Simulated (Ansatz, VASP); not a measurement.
**One calculation of Mo, two programs**

File INCAR:

```
ALGO = Fast
EDIFF = 1E-6
ENCUT = 520
GGA = PE
ISIF = 2
ISMEAR = -1
LASPH = T
LCHARG = T
LELF = T
LREAL = F
LVHAR = T
LWAVE = F
NBANDS = 13
NELM = 100
PREC = Accurate
SIGMA = 0.02
```

File KPOINTS:

```
k-points
0
Gamma
  5 5 5
```

Contents of POSCAR:

```
Mo
1.0
   -1.5838089719      1.5838089719      1.5838089719
    1.5838089719     -1.5838089719      1.5838089719
    1.5838089719      1.5838089719     -1.5838089719
Mo
1
Direct
    0.0000000000      0.0000000000      0.0000000000
```

Contents of input.yaml:

```yaml
crystal:
  lattice:
    - [-1.5838089719, 1.5838089719, 1.5838089719]
    - [1.5838089719, -1.5838089719, 1.5838089719]
    - [1.5838089719, 1.5838089719, -1.5838089719]
  atoms:
    - { symbol: Mo, position: [0.0, 0.0, 0.0] }
kpoints:
  mp_grid: { grid: [5, 5, 5] }
scf:
  occupations: { method: fermi_dirac, width: 0.02 }
hamiltonian:
  xc: pbe
  pseudopotentials: { kind: all_electron, lapw: { basis_error: 0.004 } }
output:
  forces: true
  stress: true
  eigenvalues: true
```

Alike in both runs: task single point; functional PBE; k mesh 5 × 5 × 5; occupations fermi-dirac, width 0.02 eV; no spin polarisation.

```csv
,VASP,Ansatz
version,VASP 6.6.1,Ansatz 0.2.0
potentials or method,"VASP PAW PBE potentials, release 64 (Mo_sv)","all-electron LAPW, scalar-relativistic"
plane-wave cutoff (eV),520,see its input
```

|  | VASP | Ansatz | Ansatz less VASP |
| --- | --- | --- | --- |
| gap on the k mesh at the Fermi level (eV) | none | none | - |
| pressure (GPa) | -3.6 | -4.1 | -0.49 |

A gap of «none» marks a metal or a gap that the smearing closes. Ansatz ran all-electron here, so the differences hold the error of VASP's frozen core and of both bases.

Caveats: the k mesh is coarse (spacing up to 0.56 Å⁻¹), so the values aren't converged; the k mesh is thin for a metal, which can move the energy by tens of meV per atom (Ansatz).
